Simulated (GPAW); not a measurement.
The system is CuCl2.

```
Cu Cl
1.0
     4.52065    0.00000    0.00000
     0.00000    4.52065    0.00000
     0.00000    0.00000    4.31771
Cu Cl
1 2
Direct
  0.00000 0.00000 0.00000
  0.00000 0.50000 0.00000
  0.50000 0.00000 0.00000
```

Measurements of this composition are mostly on another form, of space group No. 12.

```yaml
Program: GPAW 26.7.0
Task: relaxation of cell and atoms
Functional: PBEsol
Dispersion: D3(BJ)
Potentials_or_basis: PAW data sets generated in the run's folder for this functional
Cutoff: 600 eV
Basis: pw
k_mesh: 5 × 5 × 5
Occupations: fermi-dirac, width 0.05 eV
Spin: no spin polarisation
```

At the start: pressure -2.2 GPa; volume 29.41 Å³/atom.

Where does the relaxation end?

Over 11 steps the energy falls by 27.8 meV/atom and the volume is 23.72 Å³/atom (-19.3 %); space group P4/mmm (No. 123, to 0.05 Å).

Step by step:
| step | energy change (eV) | largest force (eV/Å) | pressure (GPa) | volume (Å³) |
| --- | --- | --- | --- | --- |
| 1 | 0.0000 | 0.0000 | -2.21 | 88.24 |
| 2 | -0.0075 | 0.0000 | -1.97 | 87.73 |
| 3 | -0.0297 | 0.0000 | -0.06 | 84.23 |
| 4 | -0.0304 | 0.0000 | -0.22 | 84.41 |
| 5 | -0.0320 | 0.0000 | -0.46 | 84.46 |
| 6 | -0.0365 | 0.0000 | -0.90 | 83.95 |
| 7 | -0.0461 | 0.0000 | -1.52 | 81.75 |
| 8 | -0.0591 | 0.0000 | -2.06 | 77.12 |
| 9 | -0.0679 | 0.0000 | -1.70 | 72.49 |
| 10 | -0.0807 | 0.0000 | -0.66 | 71.37 |
| 11 | -0.0835 | 0.0000 | 0.03 | 71.17 |

Final structure:
```cif
data_structure
_symmetry_space_group_name_H-M 'P 1'
_symmetry_Int_Tables_number 1
_cell_length_a 4.4376
_cell_length_b 4.4376
_cell_length_c 3.6143
_cell_angle_alpha 90.000
_cell_angle_beta 90.000
_cell_angle_gamma 90.000
_cell_volume 71.17
loop_
_atom_site_label
_atom_site_type_symbol
_atom_site_fract_x
_atom_site_fract_y
_atom_site_fract_z
_atom_site_occupancy
Cu1 Cu 0.00000 0.00000 0.00000 1
Cl1 Cl 0.00000 0.50000 0.00000 1
Cl2 Cl 0.50000 0.00000 0.00000 1
```

Caveat: with this Cu data set, volumes or pressures lay over 1.5 % or 2 GPa off other programs in two to four cells of ten; later steps reuse the first step's grids; the volume moved by over 15 % at a fixed basis, so the end points are rough; an odd number of electrons without spin polarisation forces a metal; a magnetic or distorted state may lie lower; the run has no spin polarisation, though such a crystal can be magnetic.
